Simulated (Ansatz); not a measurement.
Crystal: CsSnI3.

```
Cs I Sn
1.0
     6.20570    0.00000    0.00000
     0.00000    6.20570    0.00000
     0.00000    0.00000    6.20570
Cs I Sn
1 3 1
Direct
  0.00000 0.00000 0.00000
  0.50000 0.50000 0.00000
  0.50000 0.00000 0.50000
  0.00000 0.50000 0.50000
  0.50000 0.50000 0.50000
```

| Quantity | Value |
| --- | --- |
| Program | Ansatz 0.2.0 |
| Task | relaxation of cell and atoms |
| Functional | PBEsol |
| Potentials or basis | Ansatz PAW |
| Cutoff | 420 eV (not typed: the program's choice for these potentials) |
| k mesh | 5 × 5 × 5 |
| Occupations | fermi-dirac, width 0.05 eV |
| Spin | no spin polarisation |

At the start: volume 47.80 Å³/atom.

Q: How do energy, volume and symmetry change on relaxing?

A: It ends after 4 steps and the volume is 45.73 Å³/atom (-4.3 %); space group Pm-3m (No. 221, to 0.05 Å).

The path:
```tsv
step	energy change (eV)	largest force (eV/Å)	volume (Å³)
1	0.0000	0.0000	238.99
2	-0.0163	0.0000	234.33
3	-0.0233	0.0000	228.67
4	-0.0223	0.0000	228.67
```

Final structure:
```
Cs I Sn
1.0
     6.11506    0.00000    0.00000
     0.00000    6.11506    0.00000
     0.00000    0.00000    6.11506
Cs I Sn
1 3 1
Direct
  0.00000 0.00000 0.00000
  0.50000 0.50000 0.00000
  0.50000 0.00000 0.50000
  0.00000 0.50000 0.50000
  0.50000 0.50000 0.50000
```

Caveat: the plane-wave basis is chosen anew once the cell has moved, so the energies of steps on either side of that aren't comparable; the PAW data sets come from PBE, with cores solved anew for the run's functional, which leaves a small shift of forces and pressure.
